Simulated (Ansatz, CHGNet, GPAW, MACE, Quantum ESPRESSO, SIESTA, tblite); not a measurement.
**Running AlP(100) slab, H on both faces (108 atoms) with GPAW**

Wanted: GPAW inputs and outputs for AlP(100) slab, H on both faces (108 atoms), checked against a plane-wave reference.

Method: the method is named at each step, in GPAW 26.7.0.

## 1. Set-up

The cell holds 108 atoms: 36 Al, 36 P and 36 H. Its edges and angles: a = 11.589 Å, b = 11.589 Å, c = 21.292 Å, α = 90.0°, β = 90.0°, γ = 90.0°. It derives from AlP (zinc-blende). Zinc-blende AlP (a = 5.463 Å), (100) slab of 8 atomic planes, 3 x 3 surface cells, H on the broken bonds of both faces, 10 Å of vacuum; displaced by a Gaussian of 0.02 Å. Then every atom was moved at random, 0.03 Å r.m.s. a Cartesian component (hydrogen 0.6 of that). Regions: slab, 72 atoms (36 Al and 36 P); hydrogen, 36 atoms (36 H). Vacuum lies along c.

The yardstick, on the same geometry:

- method: Kohn-Sham DFT, PBE, PAW, plane waves (Ansatz 0.2.0); cutoff 420 eV, Γ point, fermi-dirac smearing of 0.05 eV; PAW set soft_2
- r.m.s. force component: 0.642 eV/Å
- longest force: 3.687 eV/Å
- SCF cycles: 21
- time: 40 s on 4 threads of Arm Neoverse V2, shared host
- CPU time: 2.6 min

## 2. PBE, LCAO dzp, h 0.2 Å

Method: Kohn-Sham DFT, PBE, PAW, atomic orbitals (dzp).

run.py

```python
import numpy as np
from ase.io import read
from gpaw import GPAW, FermiDirac

atoms = read("structure.xyz")
atoms.calc = GPAW(
    mode="lcao",
    basis="dzp",
    h=0.2,
    xc="PBE",
    kpts={"size": (1, 1, 1), "gamma": True},
    occupations=FermiDirac(0.05),
    maxiter=200,
    symmetry={"point_group": False},
    txt="gpaw.txt",
)
energy = atoms.get_potential_energy(force_consistent=True)
forces = atoms.get_forces()
print(f"energy {energy:.6f} eV")
print("forces (eV/A)")
for i, (a, f) in enumerate(zip(atoms, forces)):
    print(f"{i:4d} {a.symbol:2s} {f[0]:10.5f} {f[1]:10.5f} {f[2]:10.5f}")
print(f"Fermi level {atoms.calc.get_fermi_level():.4f} eV")
for k in range(len(atoms.calc.get_ibz_k_points())):
    for s in range(atoms.calc.get_number_of_spins()):
        e = atoms.calc.get_eigenvalues(kpt=k, spin=s)
        n = np.searchsorted(e, atoms.calc.get_fermi_level())
        print(f"k {k} spin {s} levels about the Fermi level:", np.round(e[max(n - 6, 0):n], 4).tolist(), "|", np.round(e[n:n + 6], 4).tolist())
```

structure.xyz

```xyz
108
Lattice="11.58877 0.00000 0.00000 0.00000 11.58877 0.00000 0.00000 0.00000 21.29230" Properties=species:S:1:pos:R:3 pbc="T T T"
Al 3.07705 1.97218 7.18189
P 3.13523 3.87725 5.82302
Al 1.15273 3.90994 9.86813
P 1.21983 1.92953 8.50968
Al 3.08273 1.94541 12.61292
P 3.06372 3.89105 11.29471
Al 1.12191 3.81131 15.45757
P 1.18588 1.97994 14.03205
Al 3.09861 5.77700 7.14101
P 3.09096 7.76876 5.81024
Al 1.17777 7.73226 9.91157
P 1.17359 5.84225 8.52927
Al 3.07241 5.85465 12.66934
P 3.09200 7.70560 11.23637
Al 1.15737 7.71430 15.33897
P 1.21624 5.86114 13.99479
Al 3.08377 9.63792 7.19446
P 3.10081 11.54508 5.78043
Al 1.15030 11.57405 9.96480
P 1.16305 9.69088 8.55631
Al 3.13975 9.69760 12.68702
P 3.12086 0.00997 11.33410
Al 1.18275 11.57567 15.40902
P 1.15691 9.74268 13.97478
Al 6.97273 1.98620 7.12802
P 7.00912 3.83252 5.77618
Al 5.01678 3.85373 9.97757
P 5.00334 1.95456 8.56760
Al 6.94353 1.94691 12.65827
P 6.92649 3.92164 11.25958
Al 4.99198 3.83449 15.38007
P 4.97842 1.91342 13.99628
Al 6.93159 5.82996 7.25429
P 6.92255 7.71024 5.84963
Al 5.04169 7.76494 9.90198
P 4.95826 5.78430 8.50713
Al 6.93066 5.77016 12.66807
P 6.96056 7.74802 11.34326
Al 5.06649 7.73017 15.41541
P 5.07380 5.86658 14.03184
Al 6.88570 9.70003 7.15741
P 6.97146 11.58019 5.86347
Al 5.06035 0.00232 9.88921
P 5.02188 9.62946 8.55972
Al 6.98606 9.56328 12.66253
P 6.99707 0.05586 11.30408
Al 5.03996 0.00058 15.40519
P 4.96799 9.71637 14.07229
Al 10.89414 1.88086 7.16912
P 10.88869 3.86625 5.87540
Al 8.85115 3.82777 9.88027
P 8.95453 1.93857 8.57271
Al 10.82345 1.96233 12.68233
P 10.88186 3.83055 11.33964
Al 8.86506 3.86346 15.37155
P 8.86668 1.89279 14.02311
[... 48 atom lines left out ...]
H 9.70594 11.58158 5.00688
H 0.42832 0.00684 5.05032
H 10.13218 0.02410 16.29138
H 7.55901 11.57475 16.25135
```

Command:

```sh
$ OMP_NUM_THREADS=1 python run.py > output.txt
```

What it wrote:

```text
energy -449.207750 eV
forces (eV/A)
   0 Al    0.67149   -0.56199   -0.02504
   1 P    -1.53795   -0.16826    0.53382
   2 Al    0.14208   -0.34924    0.56814
   3 P    -0.49492   -0.12800    0.21677
   4 Al   -0.14046    0.24836    0.52722
   5 P     0.03016    0.14284   -0.48446
   6 Al    1.39449    0.84671   -1.57653
   7 P    -0.13251   -0.68632   -0.36974
   8 Al   -0.29722    0.43931    0.39118
   9 P    -0.97456   -0.51719    1.38418
  10 Al   -0.46177    0.18962    0.50012
  11 P     0.20230   -0.14340   -0.67249
  12 Al    0.81456   -0.35314    0.06680
  13 P     0.23911    0.78476   -0.02384
  14 Al    0.17306    0.81501    0.03094
  15 P    -1.04249   -1.08393   -0.08044
  16 Al    0.09060    0.37519    0.41228
  17 P    -0.18561    0.43290    2.24527
  18 Al    0.45300    0.36549    0.20502
  19 P     0.14225   -0.19461   -0.36788
  20 Al   -0.52676   -0.55767   -0.23309
  21 P    -0.01903   -0.09262   -1.22446
  22 Al   -0.67281    0.58185   -0.75162
  23 P     0.23215   -0.81622   -0.04650
[...]
100 H    -0.59447   -0.01993   -0.82222
 101 H     1.14129   -0.02463   -1.40496
 102 H     0.05092    0.02212    0.41672
 103 H     0.40849   -0.01194    0.71524
 104 H    -2.43144   -0.07578   -2.29341
 105 H     0.70300   -0.05859   -1.08124
 106 H     0.37633    0.00564    0.65484
 107 H     0.20221   -0.04287    0.25668
Fermi level 2.0445 eV
k 0 spin 0 levels about the Fermi level: [0.1869, 0.4496, 0.5097, 1.4858, 2.0341, 2.0378] | [2.0751, 2.114, 2.1192, 2.1672, 2.1917, 2.2203]
```

gpaw.txt:

```text
Input parameters:
  mode=LCAO(),
  basis={'default': 'dzp'},
  h=0.2,
  kpts=MonkhorstPack(size=(1, 1, 1), gamma=True),
  maxiter=200,
  occupations=Occupations(name='fermi-dirac', width=0.05, fixmagmom=False),
  symmetry=Symmetry(point_group=False),
  xc=XC(name='PBE')
Unit cell  # Å
| periodic |         x |         y |         z |   lengths |    angles |
|----------|-----------|-----------|-----------|-----------|-----------|
|      yes | 11.588770 |  0.000000 |  0.000000 | 11.588770 | 90.000000 |
|      yes |  0.000000 | 11.588770 |  0.000000 | 11.588770 | 90.000000 |
|      yes |  0.000000 |  0.000000 | 21.292300 | 21.292300 | 90.000000 |
Number of symmetries: 1
Symmetry operations  # r_c * U_cc + t_c -> r_c
|   | kind |            matrix            |
|---|------|------------------------------|
| 0 |  E   |  1, 0, 0,  0, 1, 0,  0, 0, 1 |
BZ-sampling:
  Number of BZ points: 1
  Number of IBZ points: 1
  Monkhorst-Pack size: [1, 1, 1]
  Monkhorst-Pack shift: [0, 0, 0]
[... lines left out ...]
  Fermi-Dirac:
[... lines left out ...]
    Stencil: 6*3+1=19 point O(h^6) finite-difference Laplacian
xc functional:
  name: PBE with 2 nearest neighbor stencil
interpolation: tri-quintic # 5. degree polynomial
Initialization done in: 10.455 s
convergence criteria:
- Maximum [total energy] change in last 3 cyles: 0.0005 eV / valence electron
- Maximum integral of absolute [dens]ity change: 0.0001 electrons / valence electron
- Maximum integral of absolute [eigenst]ate change: 4e-08 eV^2 / valence electron
maximum number of iterations: 200
SCF iterations
|iter     |      energy | eigst |  dens |
|---------|-------------|-------|-------|
|iter:   1| -468.292054 |      c|       |
|iter:   2| -461.020231 |      c| -0.76 |
|iter:   3| -458.304056 |      c| -0.79 |
|iter:   4| -462.449614 |      c| -1.15 |
[...]
|iter:  10| -449.276481c|      c| -1.87 |
|iter:  11| -449.315438c|      c| -1.96 |
|iter:  12| -449.034690 |      c| -2.07 |
|iter:  13| -449.035570 |      c| -2.52 |
|iter:  14| -449.038222c|      c| -2.58 |
[...]
|iter:  19| -449.020926c|      c| -3.89 |
|iter:  20| -449.020725c|      c| -4.00 |
|iter:  21| -449.020722c|      c| -4.42c|
Converged in 21 steps
SCF loop duration: 277.785 s (13.228 s/step)
Energy contributions relative to reference atoms: (reference = -573077.775090)
Energy contributions:
  Kinetic:         720.105486
  Coulomb:        -640.775824
  Zero:             -0.743010
  External:          0.000000
  Xc:             -527.420347
  Entropy:          -0.374054
  Spinorbit:         0.000000
  ----------------------------
  Free energy:    -449.207750
  Extrapolated:   -449.020722
dipole moment: (68.151629, 28.498885, -5.440304)  # |e|*Ang
Fermi level: 2.045
Eigenvalues  # (at kpt = [0.000, 0.000, 0.000])
| band index |      eig [eV] | occ [0-2] |
|------------|---------------|-----------|
|          0 |       -12.957 |     2.000 |
|        ... |               |           |
|        154 |         0.134 |     2.000 |
|        155 |         0.186 |     2.000 |
[...]
|        169 |         2.306 |     0.011 |
|        ... |               |           |
|        198 |         3.932 |     0.000 |
Gap: 0.037 eV
Transition (v -> c):
  (s=0, k=0, n=161, [0.00, 0.00, 0.00]) -> (s=0, k=0, n=162, [0.00, 0.00, 0.00])
No difference between direct/indirect transitions
Force computation time: 30.173  # s
timing:  # [seconds]
  Total:  318.445  # ━━━━━━━━━━━━━━━━━━━━━━━━━━━━━━━━━━━━━━━━━━━━━━━━━━━━━━━━
  Init:    10.454  # ━━
  SCF:    277.785  # ━━━━━━━━━━━━━━━━━━━━━━━━━━━━━━━━━━━━━━━━━━━━━━━━━
  Forces:  30.174  # ━━━━━╸
```

The job ended after 5.3 min (1 thread of Arm Neoverse V2, shared host; peak memory 1.9 GiB).

Banners, paths, timers and routine set-up lines are dropped from the logs unmarked, and long logs keep their key lines alone; longer cuts are marked.

Against the reference:

- r.m.s. force component: 0.7014 eV/Å
- r.m.s. difference of force components: 112.2 meV/Å
- longest difference of force vectors: 519.3 meV/Å
- force difference over r.m.s. force: 17.47 %
- slope of forces against the reference's: 1.082
- correlation of force components: 0.9899

Length of the force difference by element (eV/Å):

| element | atoms | mean | most |
| --- | --- | --- | --- |
| Al | 36 | 0.051 | 0.10 |
| H | 36 | 0.21 | 0.52 |
| P | 36 | 0.13 | 0.46 |

A closer look about P66, which bears the longest force: 9 atoms, nearest first, numbered in the order of the input, with positions taken from that point.

| atom | x | y | z | distance (Å) | bonds | Fx | Fy | Fz (eV/Å) |
| --- | --- | --- | --- | --- | --- | --- | --- | --- |
| P66 | 0.00 | 0.00 | 0.00 | 0.00 | 4 | 1.83 | -0.55 | 3.65 |
| H105 | -1.09 | -0.05 | -0.72 | 1.31 | 1 | -2.43 | -0.08 | -2.29 |
| H106 | 1.22 | -0.04 | -0.68 | 1.39 | 1 | 0.70 | -0.06 | -1.08 |
| Al49 | 0.09 | 1.84 | 1.44 | 2.34 | 4 | -0.50 | 0.36 | 0.58 |
| Al65 | 0.05 | -1.96 | 1.50 | 2.47 | 4 | -0.03 | 0.20 | -0.45 |
| H93 | -2.66 | -0.02 | -0.71 | 2.76 | 1 | -0.27 | -0.10 | -0.23 |
| H81 | 2.70 | -0.06 | -0.68 | 2.78 | 1 | -0.48 | -0.02 | -0.90 |
| P50 | 0.09 | 3.82 | 0.15 | 3.83 | 4 | -1.78 | 0.04 | 0.88 |
| P42 | -3.83 | -0.05 | 0.13 | 3.83 | 4 | -0.29 | 0.66 | -0.15 |

Atoms are counted from 1 here, from 0 in the log.

Forces lie 17 % from the reference's, at 2.1 times its CPU time (on 1 against 4 cores).

## 3. PBE, LCAO sz(dzp), h 0.2 Å

Method: Kohn-Sham DFT, PBE, PAW, atomic orbitals (sz(dzp)).

run.py, as its differences from that of step 2:

```diff
@@ -7,3 +7,3 @@
     mode="lcao",
-    basis="dzp",
+    basis="sz(dzp)",
     h=0.2,
```

structure.xyz is that of step 2.

What it wrote:

```text
energy -388.736410 eV
forces (eV/A)
   0 Al    0.82307   -0.83459   -0.03954
   1 P    -1.91825   -0.15393    1.96661
   2 Al    0.17641   -0.44855    0.67832
   3 P    -0.57317   -0.11930    0.31499
   4 Al   -0.21377    0.30048    0.70880
   5 P    -0.01279    0.23644   -0.56012
   6 Al    1.52730    1.08030   -1.64038
   7 P    -0.09577   -0.83679   -0.49274
   8 Al   -0.40255    0.53046    0.55350
   9 P    -1.35026   -0.40697    3.24824
  10 Al   -0.56338    0.22707    0.58279
  11 P     0.33930   -0.15010   -0.84953
[...]
103 H     0.73238   -0.03324    0.90915
 104 H    -5.48331   -0.21778   -3.73904
 105 H     3.30783   -0.12441   -2.13825
 106 H     0.82313    0.03005    0.92080
 107 H     0.08292   -0.04415    0.43177
Fermi level 1.6196 eV
k 0 spin 0 levels about the Fermi level: [-0.2391, -0.0018, 0.061, 1.4199, 1.5709, 1.5789] | [1.6748, 1.6985, 1.7147, 1.7696, 1.9377, 1.9685]
```

gpaw.txt:

```text
Input parameters:
  mode=LCAO(),
  basis={'default': 'sz(dzp)'},
  h=0.2,
  kpts=MonkhorstPack(size=(1, 1, 1), gamma=True),
  maxiter=200,
  occupations=Occupations(name='fermi-dirac', width=0.05, fixmagmom=False),
  symmetry=Symmetry(point_group=False),
  xc=XC(name='PBE')
[... lines left out ...]
  Fermi-Dirac:
[... lines left out ...]
convergence criteria:
- Maximum [total energy] change in last 3 cyles: 0.0005 eV / valence electron
[... lines left out ...]
Converged in 21 steps
[... lines left out ...]
  Free energy:    -388.736410
[... lines left out ...]
Fermi level: 1.620
[... lines left out ...]
|          0 |       -14.425 |     2.000 |
|        ... |               |           |
|        154 |        -0.315 |     2.000 |
|        155 |        -0.268 |     2.000 |
[...]
|        169 |         2.217 |     0.000 |
|        ... |               |           |
|        198 |         4.465 |     0.000 |
Gap: 0.096 eV
Transition (v -> c):
  (s=0, k=0, n=161, [0.00, 0.00, 0.00]) -> (s=0, k=0, n=162, [0.00, 0.00, 0.00])
No difference between direct/indirect transitions
Force computation time: 5.604  # s
timing:  # [seconds]
  Total:  92.135  # ━━━━━━━━━━━━━━━━━━━━━━━━━━━━━━━━━━━━━━━━━━━━━━━━━━━━━━━━━
  Init:    8.951  # ━━━━━╸
  SCF:    77.549  # ━━━━━━━━━━━━━━━━━━━━━━━━━━━━━━━━━━━━━━━━━━━━━━━━
  Forces:  5.605  # ━━━╸
```

It took 93 s on 1 thread; peak memory 1.5 GiB.

Numbers from this run, and their distance from the reference:

```
r.m.s. force component                  : 1.229 eV/Å
r.m.s. difference of force components   : 823 meV/Å
longest difference of force vectors     : 3893 meV/Å
force difference over r.m.s. force      : 128.2 %
slope of forces against the reference's : 1.51
correlation of force components         : 0.7889
```

This is a coarse setting, run to see what it loses.

Against the first run (17 %), the force difference from the reference is 128 %, at 0.29 times the CPU time, with 324 basis functions against 1116: the smaller basis costs accuracy.

## 4. LDA, LCAO dzp, h 0.2 Å

Method: Kohn-Sham DFT, LDA, PAW, atomic orbitals (dzp).

run.py, as its differences from that of step 3:

```diff
@@ -7,5 +7,5 @@
     mode="lcao",
-    basis="sz(dzp)",
+    basis="dzp",
     h=0.2,
-    xc="PBE",
+    xc="LDA",
     kpts={"size": (1, 1, 1), "gamma": True},
```

structure.xyz is that of step 3.

What it wrote:

```text
energy -489.114852 eV
forces (eV/A)
   0 Al    0.65412   -0.56800    0.01099
   1 P    -1.53021   -0.15284    0.80859
   2 Al    0.14334   -0.33671    0.54667
   3 P    -0.47757   -0.10928    0.20688
   4 Al   -0.13205    0.23608    0.47378
   5 P     0.03499    0.12883   -0.45819
[...]
105 H     0.93990   -0.06204   -1.06196
 106 H     0.49662    0.01138    0.63494
 107 H     0.09368   -0.03944    0.23631
Fermi level 1.8514 eV
k 0 spin 0 levels about the Fermi level: [-0.0091, 0.2371, 0.2969, 1.312, 1.8446, 1.8482] | [1.8851, 1.9073, 1.9323, 1.9718, 1.9966, 2.015]
```

gpaw.txt:

```text
Input parameters:
  mode=LCAO(),
  basis={'default': 'dzp'},
  h=0.2,
  kpts=MonkhorstPack(size=(1, 1, 1), gamma=True),
  maxiter=200,
  occupations=Occupations(name='fermi-dirac', width=0.05, fixmagmom=False),
[... lines left out ...]
  Fermi-Dirac:
[... lines left out ...]
convergence criteria:
- Maximum [total energy] change in last 3 cyles: 0.0005 eV / valence electron
[... lines left out ...]
Converged in 21 steps
[... lines left out ...]
  Free energy:    -489.114852
[... lines left out ...]
Fermi level: 1.851
[... lines left out ...]
|        ... |               |           |
|        198 |         3.626 |     0.000 |
Gap: 0.037 eV
Transition (v -> c):
  (s=0, k=0, n=161, [0.00, 0.00, 0.00]) -> (s=0, k=0, n=162, [0.00, 0.00, 0.00])
No difference between direct/indirect transitions
Force computation time: 30.368  # s
timing:  # [seconds]
  Total:  300.482  # ━━━━━━━━━━━━━━━━━━━━━━━━━━━━━━━━━━━━━━━━━━━━━━━━━━━━━━━━
  Init:     8.441  # ━╸
  SCF:    261.643  # ━━━━━━━━━━━━━━━━━━━━━━━━━━━━━━━━━━━━━━━━━━━━━━━━━
  Forces:  30.368  # ━━━━━╸
```

Run time: 5 min. Hardware: 1 thread; peak memory 1.9 GiB.

Against the reference:

```
r.m.s. force component                  : 0.7193 eV/Å
r.m.s. difference of force components   : 172.3 meV/Å
longest difference of force vectors     : 746.8 meV/Å
force difference over r.m.s. force      : 26.83 %
slope of forces against the reference's : 1.092
correlation of force components         : 0.9744
```

Against the first run (17 %), the force difference from the reference is 27 %, at 0.94 times the CPU time; the model has changed, so this is no error of the program alone.

(Part 1 of 2 ends here.)

[Also dropped from logs without a mark: logging warnings of Python, and SIESTA's first energy breakdown and zero terms.]

[Logs are printed without paths, hosts, clocks, repeated set-up lines and the standing remarks that a program may print on its own settings, such as how far it seeks lower states.]

[Hosts, paths, dates, database ids (printed as entryN), source tags and the programs' standing remarks are cut or masked in the printed files.]
